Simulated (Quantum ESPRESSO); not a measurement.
B: phonons at R under several settings

```
CELL_PARAMETERS angstrom
1.88524 0.00000 0.00000
0.00000 1.88524 0.00000
0.00000 0.00000 1.88524
ATOMIC_POSITIONS crystal
B 0.50000 0.50000 0.50000
```

The cell was built by a generator and needn't be a form met in nature.

All runs used Quantum ESPRESSO 7.5; potentials GBRV 1.5 LDA; given cell; no spin polarisation; cutoff 612 eV; occupations fermi-dirac, width 0.05 eV.

```tsv
level	k mesh (s: shifted)	pressure (GPa)	frequencies (cm⁻¹)
LDA	4 × 4 × 4	-13.0	608 608 608
LDA	8 × 8 × 8	?	?
LDA	12 × 12 × 12	-6.4	543 543 543
LDA	14 × 14 × 14	-6.7	538 538 538
LDA	18 × 18 × 18	-6.9	495 495 495
```

**Question.** What stands in the row left open?

**Answer.** Pressure -5.5 GPa; frequencies 426 426 426 cm⁻¹.

Caveats: some runs use coarse meshes; the cell is more than 3 GPa from zero pressure, which shifts response properties; the mesh is thin for the phonons of a metal (some runs).

For the row left open. Caveat: the k mesh is coarse (spacing up to 0.42 Å⁻¹), so the values aren't converged; the mesh is thin for the phonons of a metal; the cell is more than 3 GPa from zero pressure, which shifts response properties.
